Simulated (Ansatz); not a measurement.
# CO2: how well frozen cores do

Does the method matter for CO2? The same cell, functional and mesh are run with LAPW, all electrons, PAW with frozen cores and all-electron PAW on datasets made for the crystal.

Computed with Ansatz 0.2.0 (DFT PBE, scalar-relativistic, unless a step's input says otherwise).

## 1. Starting point

It takes space group I-42d (No. 122, tetragonal). The conventional cell has a = 3.552 Å, b = 3.552 Å, c = 5.918 Å, α = 90.00°, β = 90.00°, γ = 90.00°. C (site symmetry -4) is surrounded by 4 O at 1.38 Å. O (site symmetry 2) has 2 C at 1.38 Å as nearest neighbours.

Structure file:

```
C O
1.0
    -1.77590    1.77590    2.95920
     1.77590   -1.77590    2.95920
     1.77590    1.77590   -2.95920
C O
2 4
Cartesian
  0.0000 0.0000 0.0000
  0.0000 1.7759 1.4796
  0.7601 0.8880 0.7398
  -0.8880 1.0158 2.2194
  1.0158 0.8880 3.6990
  2.6639 0.7601 -0.7398
```

The cell comes from a crystallographic database entry that wasn't checked; take it as a given geometry, which may be far from equilibrium.

Atoms are numbered in the order of the input: C1, C2, O3, O4, O5, O6.

## 2. LAPW, all electrons

Contents of input.yaml:

```yaml
crystal:
  lattice:
    - [-1.7759, 1.7759, 2.9592]
    - [1.7759, -1.7759, 2.9592]
    - [1.7759, 1.7759, -2.9592]
  atoms:
    - { symbol: C, position: [0.0, 0.0, 0.0] }
    - { symbol: C, position: [0.75, 0.25, 0.5] }
    - { symbol: O, position: [0.375, 0.339, 0.464] }
    - { symbol: O, position: [0.661, 0.125, 0.036] }
    - { symbol: O, position: [0.875, 0.911, 0.536] }
    - { symbol: O, position: [0.089, 0.625, 0.964] }
kpoints:
  mp_grid: { grid: [8, 8, 10] }
  band_path:
    path:
      - [0.0, 0.0, 0.0]
      - [0.0, 0.0, 0.5]
      - [0.25, 0.25, 0.25]
      - [0.0, 0.5, 0.0]
      - [0.0, 0.0, 0.0]
      - [0.5, 0.5, -0.5]
      - [0.340038528, 0.659961472, -0.340038528]
      - [-0.340038528, 0.340038528, 0.340038528]
      - [0.0, 0.0, 0.0]
    npoints: 8
scf:
  occupations: { method: fermi_dirac, width: 0.03 }
hamiltonian:
  xc: pbe
  pseudopotentials: { kind: all_electron, lapw: { basis_error: 0.001 } }
output:
  forces: true
  stress: true
  eigenvalues: true
  populations: true
  dos: { projected: true, de: 0.2, e_range: [-14, 8] }
```

## 3. PAW with frozen cores

Edit input.yaml of step 2 so:

```diff
@@ -30,3 +30,3 @@
   xc: pbe
-  pseudopotentials: { kind: all_electron, lapw: { basis_error: 0.001 } }
+  pseudopotentials: { kind: paw }
 output:
@@ -35,3 +35,5 @@
   eigenvalues: true
+  efg: { contact_densities: true }
   populations: true
+  bader: true
   dos: { projected: true, de: 0.2, e_range: [-14, 8] }
```

## 4. All-electron PAW on datasets made for the crystal

Edit input.yaml of step 3 so:

```diff
@@ -30,3 +30,3 @@
   xc: pbe
-  pseudopotentials: { kind: paw }
+  pseudopotentials: { kind: all_electron, datasets: crystal }
 output:
@@ -36,4 +36 @@
   efg: { contact_densities: true }
-  populations: true
-  bader: true
-  dos: { projected: true, de: 0.2, e_range: [-14, 8] }
```

(Steps that only read results are left out.)

**Question.** What will these runs give? Wanted: pressure; gap; largest force; Bader charges.

**Answer**, as computed:

| quantity | value |
| --- | --- |
| pressure | LAPW 38.21, PAW 38.02, crystal datasets 38.21 GPa |
| gap (LAPW) | 7.07 eV, indirect from S to Γ |
| largest force | LAPW 1.403, PAW 1.411, crystal datasets 1.403 eV/Å |
| Bader charges (PAW) | C1 +2.05, O3 -1.03 e |

What this shows: The pressure of 38.2 GPa pushes the cell to expand, with the atoms held in place. The gap is 7.07 eV, indirect from S to Γ. It is the Kohn-Sham gap of a semilocal functional, which mostly lies below the gap found in experiment. The top eV of the valence band is mostly O 2p (96 % of the projected weight). The projection holds only the free atom's occupied shells (C 2s, C 2p, O 2s, O 2p in this range). The field gradient at O3, the largest by crystal datasets, is 18.11 by PAW and 17.84 by crystal datasets (10²¹ V/m²), within 5 %. PAW lies -0.18 GPa from LAPW in pressure and +0.01 eV in the gap. The forces differ by at most 8 meV/Å in a component, on a largest force of 1.403 eV/Å. LAPW took about 3 times as long as PAW (2.4 min against 43 s, on a shared host and with the outputs that each input asks for). The k mesh doesn't keep the crystal's whole symmetry, which leaves small spurious terms.
